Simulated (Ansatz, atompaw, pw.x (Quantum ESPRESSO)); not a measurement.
**Zr (Z = 40) (fcc): variants of one PAW (atompaw) potential in the solid**

zirconium (Zr), PAW, made with atompaw 4.2.0.5 (PBE, scalar-relativistic). Core [Ar] 3d10, reference 4s2 4p6 4d2 5s2 5p0. Waves: 4s (bound): rc 1.70 bohr; 5s (bound): rc 2.50 bohr; 4p (bound): rc 2.10 bohr; 5p (bound, empty): rc 2.50 bohr; 4d (bound): rc 2.50 bohr; 4d channel at 0.55 Ry: rc 2.50 bohr. Local part: vpsmatchnc scheme with l = 3 at 0 Ry, radius 2.05 bohr. Core correction: smooth core density matched at 1.75 bohr. Augmentation charge: besselshape compensation charge, radius 2.30 bohr; PAW radius 2.50 bohr; waves and projectors: custom polynom2 7 10 vanderbiltortho.

Crystal test: fcc Zr in pw.x 7.5, no spin, 13³ k-points, Fermi–Dirac smearing 0.01 Ry, cutoffs set for each file from its atomic test. The reference is all-electron LAPW (Ansatz 0.2.0) with the same functional, mesh and smearing; V0 and B0 come from Birch–Murnaghan fits to the pressures at five volumes. Errors are pseudo minus all-electron; Δ is the rms difference of the E(V) curves that follow from these fits, minima aligned, over ±6 % about the mean V0. Mesh and smearing are coarse, so the numbers serve the comparison and aren't converged zero-temperature values; the lattice is a test structure that the element need not adopt.

All-electron: a0 = 4.534 Å (V0 = 23.31 Å³/atom), B0 = 89.0 GPa.

Base: This is a poor potential for the solid. The logarithmic derivative shows an extra or strongly shifted pseudo pole above the reference energy (s near 0.29 Ry, p near 1.76 Ry).

2 further variants are left out: they gave no file fit for a test, a broken result, the same result as the base, or pressures whose basis-set error rivals the error shown.

```tsv
change	cutoffs (Ry)	pw.x	a0 (Å)	a0 error (%)	B0 error (%)	Δ (meV/atom)	mean pressure error (GPa)
base	60/600	converged	4.509	-0.55	+0.8	7.5	-1.47
wave 4d channel at 0.55 Ry: rc 2.50 bohr becomes 4d channel at -0.15 Ry: rc 2.50 bohr	60/600	converged	4.509	-0.55	+0.7	7.5	-1.48
augmentation besselshape compensation charge, radius 2.04 bohr; PAW radius 2.50 bohr; waves and projectors: custom polynom2 7 10 vanderbiltortho	60/600	converged	4.509	-0.56	+0.7	7.7	-1.51
```

Q: Give the row for: wave 5s (bound): rc 2.50 bohr becomes 5s (bound): rc 1.74 bohr.

A: pw.x: converged; mean pressure error (GPa): -0.63; a0 (Å): 4.524; a0 error (%): -0.23; B0 error (%): +0.0; Δ (meV/atom): 3.2.
